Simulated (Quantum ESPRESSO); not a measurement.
**Ge under changes of volume**

One of the cells (18.253 Å³/atom); the others are scaled copies at fixed shape and fractional positions:

```xyz
2
Lattice="1.4881 -2.5947 0.0000 1.4881 2.5947 0.0000 0.0000 0.0000 4.7276" Properties=species:S:1:pos:R:3 pbc="T T T"
Ge    1.4881    0.8643    1.1819
Ge    1.4881   -0.8643    3.5457
```

This isn't the form of Ge at room conditions, which is diamond.

```yaml
Program: Quantum ESPRESSO 7.5
Functional: LDA
Potentials_or_basis: GBRV 1.5 LDA
Cutoff: 612 eV
Density_cutoff: 4898 eV
k_mesh: 10 × 10 × 6
Occupations: fermi-dirac, width 0.05 eV
Spin: no spin polarisation
```

```tsv
volume (Å³/atom)	energy over the lowest point (meV/atom)	pressure (GPa)	largest force (eV/Å)
17.158	9.91	3.9	0.002
17.523	2.82	1.9	0.001
17.888	0.00	0.1	0.000
18.253	0.98	-1.4	0.000
18.618	5.43	-2.9	0.001
18.984	?	?	?
19.349	23.30	-5.3	0.002
```

Problem. What does the run at 18.984 Å³/atom give?

Solution. Energy over the lowest point 12.99 meV/atom; pressure -4.1 GPa; largest force 0.001 eV/Å.

Worked out: A Birch-Murnaghan fit of order 3 (a polynomial in V^(-2/3)) to the other rows has its minimum at 17.97 Å³/atom with B0 = V·E''(V) = 81 GPa and B' = 4.2 at fixed shape and positions, which overstates the stiffness. It gives 12.98 meV/atom at 18.984 Å³/atom, against the run's 12.99, and -dE/dV = -3.9 GPa, against -4.1.

Energies are extrapolated to zero smearing.
